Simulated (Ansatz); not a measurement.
HgTe, h-MgO type: a relaxation of cell and atoms in Ansatz 0.2.0 (PBE). The starting cell was estimated from covalent radii.

input.yaml:
```yaml
crystal:
  lattice:
    - [4.6567538693, 0.0, 0.0]
    - [-2.3283769347, 4.03286715, 0.0]
    - [0.0, 0.0, 5.820633]
  atoms:
    - { symbol: Hg, position: [0.3333333333, 0.6666666667, 0.25] }
    - { symbol: Hg, position: [0.6666666667, 0.3333333333, 0.75] }
    - { symbol: Te, position: [0.6666666667, 0.3333333333, 0.25] }
    - { symbol: Te, position: [0.3333333333, 0.6666666667, 0.75] }
kpoints:
  mp_grid: { grid: [6, 6, 4] }
hamiltonian:
  xc: pbe
scf:
  occupations: { method: fermi_dirac, width: 0.02 }
relax:
  f_tol: 0.005
  cell: {}
```

Main lines of the log:
```
Pseudopotential: Hg, paw, valence charge 20, recommended cutoff 420 eV (normal)
Pseudopotential: Te, paw, valence charge 16, recommended cutoff 420 eV (normal)
Functional definition: PBE
Crystal: 4 atoms, lattice volume = 109.312 Å³
Basis set: ecut = 420 eV, 2173 PW (Γ)
Bands: 44, of which v1, the nominal top of the filled ones, is band 36 counted from 1 (35 counted from 0)
Symmetry: 24 space group operations
Space group: P63/mmc (ITA 194)
k-points: 21 of 144
preconditioner: auto → LDOS  [σ=0.020 eV  ℏωp=21.3 eV  β→1.0]
SCF 1 converged in 6 iterations: F = -41585.509561 eV  dr2 = 7.48e-9
relax step 1: F+E_penalty+E_count = -41585.50956112 eV  P = +17.231 GPa  Ω = 109.312 Å³
SCF 2 converged in 6 iterations: F = -41586.618140 eV  dr2 = 2.17e-7
relax step 2: F+E_penalty+E_count = -41586.61813977 eV  P = +5.328 GPa  Ω = 126.249 Å³
SCF 3 converged in 6 iterations: F = -41586.813709 eV  dr2 = 1.43e-7
relax step 3: F+E_penalty+E_count = -41586.81370926 eV  P = +1.537 GPa  Ω = 135.751 Å³
SCF 4 converged in 6 iterations: F = -41586.839056 eV  dr2 = 5.56e-8
relax step 4: F+E_penalty+E_count = -41586.83905592 eV  P = +0.210 GPa  Ω = 140.170 Å³
SCF 5 converged in 5 iterations: F = -41586.848484 eV  dr2 = 6.57e-8
relax step 5: F+E_penalty+E_count = -41586.84848351 eV  P = -0.551 GPa  Ω = 143.306 Å³
SCF 6 converged in 5 iterations: F = -41586.853783 eV  dr2 = 1.28e-8
relax step 6: F+E_penalty+E_count = -41586.85378262 eV  P = -0.464 GPa  Ω = 143.232 Å³
SCF 7 converged in 5 iterations: F = -41586.857808 eV  dr2 = 1.12e-8
relax step 7: F+E_penalty+E_count = -41586.85780791 eV  P = -0.026 GPa  Ω = 141.787 Å³
SCF 8 converged in 6 iterations: F = -41586.862200 eV  dr2 = 5.34e-8
relax step 8: F+E_penalty+E_count = -41586.86219968 eV  P = +0.168 GPa  Ω = 141.404 Å³
SCF 9 converged in 6 iterations: F = -41586.827125 eV  dr2 = 2.39e-8
relax step 9: F+E_penalty+E_count = -41586.82712463 eV  P = +0.533 GPa  Ω = 141.528 Å³  (rejected)
SCF 10 converged in 8 iterations: F = -41586.863195 eV  dr2 = 2.05e-12
relax step 10: F+E_penalty+E_count = -41586.86319472 eV  P = -0.131 GPa  Ω = 142.573 Å³
SCF 11 converged in 4 iterations: F = -41586.863513 eV  dr2 = 2.07e-8
relax step 11: F+E_penalty+E_count = -41586.86351250 eV  P = +0.009 GPa  Ω = 142.176 Å³
SCF 12 converged in 7 iterations: F = -41586.895232 eV  dr2 = 2.29e-11
relax step 12: F+E_penalty+E_count = -41586.89523245 eV  P = +0.452 GPa  Ω = 142.176 Å³  (SCF on a basis re-selected at this cell)
SCF 13 converged in 5 iterations: F = -41586.910952 eV  dr2 = 9.71e-8
relax step 13: F+E_penalty+E_count = -41586.91095247 eV  P = +0.284 GPa  Ω = 144.407 Å³
SCF 14 converged in 5 iterations: F = -41586.922754 eV  dr2 = 1.01e-7
relax step 14: F+E_penalty+E_count = -41586.92275433 eV  P = +0.225 GPa  Ω = 147.886 Å³
SCF 15 converged in 6 iterations: F = -41586.924166 eV  dr2 = 3.10e-9
relax step 15: F+E_penalty+E_count = -41586.92416590 eV  P = +0.025 GPa  Ω = 150.447 Å³
SCF 16 converged in 5 iterations: F = -41586.924264 eV  dr2 = 2.87e-9
relax step 16: F+E_penalty+E_count = -41586.92426355 eV  P = -0.014 GPa  Ω = 150.318 Å³
SCF 17 converged in 7 iterations: F = -41586.925547 eV  dr2 = 1.65e-12
relax step 17: F+E_penalty+E_count = -41586.92554670 eV  P = -0.012 GPa  Ω = 150.318 Å³  (SCF on a basis re-selected at this cell)
Free energy (F): -41586.925547 eV
Internal energy: -41586.923520 eV  (E = F + TS)
E sigma→0 (E₀):  -41586.924533 eV
Entropy (-TS):   -0.002027 eV (-0.507 meV/atom)
Fermi energy:    6.921019 eV
--- Stress (GPa, compression-positive) ---
       -0.019440       0.000000       0.000000
        0.000000      -0.019440       0.000000
        0.000000       0.000000       0.003272
  P = ⅓ Tr σ = -0.0119 GPa (-0.119 kbar)
--- Relaxed structure (15 steps of the walk, 14 accepted, 2 SCFs on fresh bases) ---
  F+E_penalty+E_count = -41586.92554670 eV
  cell:  # Å, volume = 150.3178 Å³
    - [4.876833, 0.000000, 0.000000]
    - [-2.438416, 4.223461, 0.000000]
    - [0.000000, 0.000000, 7.298001]
  atoms:
    - { symbol: Hg, position: [0.333333, 0.666667, 0.250000] }
    - { symbol: Hg, position: [0.666667, 0.333333, 0.750000] }
    - { symbol: Te, position: [0.666667, 0.333333, 0.250000] }
    - { symbol: Te, position: [0.333333, 0.666667, 0.750000] }
```

The walk took 15 steps and changed the volume by +37.5 %. The last SCF, on a fresh basis, lies 354 meV an atom below the first. Final cell: the symmetry is P6_3/mmc (No. 194, hexagonal); conventional cell a = 4.877 Å, c = 7.298 Å, 37.58 Å³ an atom. Around Hg lie 3 Te at 2.82 Å; around Te lie 3 Hg at 2.82 Å.

The cell comes from a prototype generator: it can be a known phase or a hypothetical one. Spin polarisation is off.

Where bands overlap the cell is a metal at that level, and these k meshes limit energies, forces and stress. Overlaps of a few tenths of an eV in semilocal functionals can be an artefact that a hybrid or GW lifts.
